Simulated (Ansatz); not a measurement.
## Levels of theory for MgS (rocksalt)

All numbers come from Ansatz. Calculated for a static, non-magnetic cell.

The cell is MgS built on the rocksalt prototype; cell and atoms were relaxed with r2SCAN. Space group Fm-3m (No. 225), cubic; a = 5.203 Å in the conventional setting, 17.61 Å³ an atom. Around Mg lie 6 S at 2.60 Å; around S lie 6 Mg at 2.60 Å.

Relaxed lattice by functional, symmetry kept:

| functional | k mesh | a (Å) | volume (Å³/atom) |
| --- | --- | --- | --- |
| PBE | 8×8×8 | 5.230 | 17.88 |
| r2SCAN | 8×8×8 | 5.203 | 17.61 |

Band edges at fixed r2SCAN geometry:
```json
{"level": "PBE", "k mesh": "8×8×8", "gap (eV)": "2.79", "kind": "indirect", "edges": "Γ → X", "least direct gap (eV)": "3.72", "rough cost": "1.9 core-seconds"}
{"level": "r2SCAN", "k mesh": "8×8×8", "gap (eV)": "3.46", "kind": "indirect", "edges": "Γ → X", "least direct gap (eV)": "4.64", "rough cost": "3 core-seconds"}
{"level": "HSE06", "k mesh": "6×6×6", "gap (eV)": "3.80", "kind": "indirect", "edges": "Γ → X", "least direct gap (eV)": "4.83", "rough cost": "60 core-seconds"}
{"level": "PBE0", "k mesh": "6×6×6", "gap (eV)": "4.53", "kind": "indirect", "edges": "Γ → X", "least direct gap (eV)": "5.53", "rough cost": "80 core-seconds"}
{"level": "G0W0@PBE (105 empty bands, 120 eV, 6×6×6)", "k mesh": "6×6×6", "gap (eV)": "4.15", "kind": "–", "edges": "Γ → X (mesh)", "least direct gap (eV)": "–", "rough cost": "60 core-seconds"}
```
PBE: smearing of 0.02 eV; the others have fixed occupations.
Wave cutoffs: 420 eV, 500 eV (r2SCAN).
The G0W0 gap is PBE's gap over the path plus the quasiparticle shift read on the mesh. G0W0 here is at a finite number of bands, screening cutoff and k mesh, not at the basis limit.
Costs come from shared machines and give only the order; PBE's includes the band path. The runs had 2 threads of Intel(R) Xeon(R) Platinum 8259CL CPU @ 2.50GHz (Skylake/Cascade Lake), with other jobs on the host.

The HSE06 gap is indirect, 3.80 eV (Γ to X), below the direct gap of 4.83 eV at Γ.

Taking G0W0@PBE (105 empty bands, 120 eV, 6×6×6), 4.15 eV, as the yardstick (a computed one, not at the basis limit), HSE06 comes nearest, -0.35 eV off, at about 19 times r2SCAN's cost; G0W0 itself took about 18 times r2SCAN's cost. The others: PBE0 +0.38, r2SCAN -0.69, PBE -1.36 eV. The yardstick's own error is a tenth of an eV or more. r2SCAN covers 66 % of the step from PBE to HSE06, while HSE06 needs about 19 times r2SCAN's cost (on a coarser mesh). All these functionals give a gap of the same kind, indirect.

r2SCAN (ground state on 8×8×8): The clamped-ion dielectric constant comes out as 4.90 in all directions. Born charges, averaged over directions: Mg +2.31, S -2.31 e.

The meshes of the hybrids are coarse, so their gaps aren't converged to the digits shown.
